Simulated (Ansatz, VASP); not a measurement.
## ZnO in VASP and in Ansatz

The input INCAR:

```
SYSTEM = ZnO
PREC     = Accurate       ! precision mode
ENCUT    = 520            ! plane-wave cutoff, eV
EDIFF    = 1E-6           ! SCF threshold, eV
ISMEAR   = 0              ! smearing method
SIGMA    = 0.05           ! smearing width, eV
LREAL    = .False.        ! projectors in reciprocal space
LASPH    = .True.         ! aspherical terms in the spheres
NELM     = 100            ! most SCF steps
ALGO     = Normal         ! electronic algorithm
ISIF     = 2              ! what is computed and relaxed
LWAVE    = .False.        ! write WAVECAR
LCHARG   = .False.        ! write CHGCAR
GGA      = PS             ! functional
NBANDS   = 26             ! bands
```

The input KPOINTS:

```
regular mesh
0
Gamma
  9 9 6
  0 0 0
```

Contents of POSCAR:

```
ZnO
1.0
    3.2601408460      0.0000000000      0.0000000000
   -1.6300704230      2.8233647925      0.0000000000
    0.0000000000      0.0000000000      5.1223332972
Zn O
2 2
Direct
    0.3333333333      0.6666666667      0.0015754469
    0.6666666667      0.3333333333      0.5015754469
    0.3333333333      0.6666666667      0.4257754335
    0.6666666667      0.3333333333      0.9257754335
```

Input for Ansatz:

```yaml
crystal:
  lattice:
    - [3.260140846, 0.0, 0.0]
    - [-1.630070423, 2.8233647925, 0.0]
    - [0.0, 0.0, 5.1223332972]
  atoms:
    - { symbol: Zn, position: [0.3333333333, 0.6666666667, 0.0015754469] }
    - { symbol: Zn, position: [0.6666666667, 0.3333333333, 0.5015754469] }
    - { symbol: O, position: [0.3333333333, 0.6666666667, 0.4257754335] }
    - { symbol: O, position: [0.6666666667, 0.3333333333, 0.9257754335] }
basis:
  ecutwfc: 520.0
kpoints:
  mp_grid: { grid: [9, 9, 6] }
hamiltonian:
  xc: pbesol
  pseudopotentials: { kind: paw, azcp: { folder: soft_1 } }
scf:
  occupations: { method: gaussian, width: 0.05 }
output:
  forces: true
  stress: true
  eigenvalues: true
```

Alike in both runs: task single point; functional PBEsol; k mesh 9 × 9 × 6; occupations gaussian, width 0.05 eV; no spin polarisation.

|  | VASP | Ansatz |
| --- | --- | --- |
| version | VASP 6.6.1 | Ansatz 0.2.0 |
| potentials or method | VASP PAW PBE potentials, release 64 (Zn, O) | scalar-relativistic, plane waves, PAW |
| plane-wave cutoff (eV) | 520 | 520 |
| valence electrons in the cell | 36 | 36 |

```csv
,VASP,Ansatz,Ansatz less VASP
gap on the k mesh at the Fermi level (eV),0.76,0.77,+0.008
least direct gap on the mesh (eV),0.76,0.77,+0.008
pressure (GPa),2.1,1.1,-0.97
largest component of the traceless stress (GPa),6.17,5.72,-0.446
rms of the force components (eV/Å),0.348,0.338,-0.0102
```

Atom by atom the forces differ by 0.010 eV/Å (rms over components). Ansatz warned: «pseudo_functional_mismatch».

Caveats: the PAW data sets were made with another functional, which shifts forces and pressure a little (VASP).
